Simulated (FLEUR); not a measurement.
Crystal: BaTiO3.

```
Ba Ti O
1.0
     2.82737    1.63238    2.31839
    -2.82737    1.63238    2.31839
     0.00000   -3.26476    2.31839
Ba Ti O
1 1 3
Direct
  0.00000 0.00000 0.00000
  0.48450 0.48450 0.48450
  0.50860 0.01750 0.50860
  0.01750 0.50860 0.50860
  0.50860 0.50860 0.01750
```

```yaml
Program: FLEUR MaX-R8.1 (later development tree)
Task: single point
Functional: PBEsol
Potentials_or_basis: all-electron
Basis: FLAPW
Kmax: 5.38 1/bohr
k_mesh: 7 × 7 × 7
Occupations: fermi-dirac, width 0.05 eV
Spin: no spin polarisation
Gmax: 16.7 1/bohr
Muffin-tin_radii: Ba 2.51, Ti 1.82, O 1.39 bohr
lmax: Ba 10, Ti 8, O 8
lnonsphr: Ba 10, Ti 8, O 8
Local_orbitals_a_species: Ba 6, Ti 5, O 3
Max_iterations: 60
Mixing_factor: 0.05
Mixer: Anderson
Mixer_history: 15
```

On this cell: largest force 0.143 eV/Å; band gap on the k mesh 2.45 eV, indirect (least direct gap 2.74 eV).

The same run follows on a disturbed copy (atoms moved at random, drawn with an rms of 0.05 Å):

```
Ba Ti O
1.0
     2.82737    1.63238    2.31839
    -2.82737    1.63238    2.31839
     0.00000   -3.26476    2.31839
Ba Ti O
1 1 3
Direct
  0.98732 0.99202 0.00712
  0.48312 0.47259 0.48203
  0.51050 0.00929 0.51653
  0.02118 0.52026 0.51359
  0.51078 0.51392 0.01422
```

What does the disturbed cell give?

The energy moves by +8.6 meV/atom; largest force 0.495 eV/Å; band gap on the k mesh 2.57 eV, indirect (least direct gap 2.94 eV).

Forces on the atoms (eV/Å):
```
Ba   0.202  0.275 -0.057
Ti  -0.306 -0.104  0.375
O   -0.324  0.346  0.122
O    0.198 -0.124 -0.419
O    0.232 -0.394 -0.021
```

Caveats: spin-orbit coupling is left out, which moves the levels of the heavy elements; an odd mesh through Γ misses points on the zone boundary, where band edges often lie.
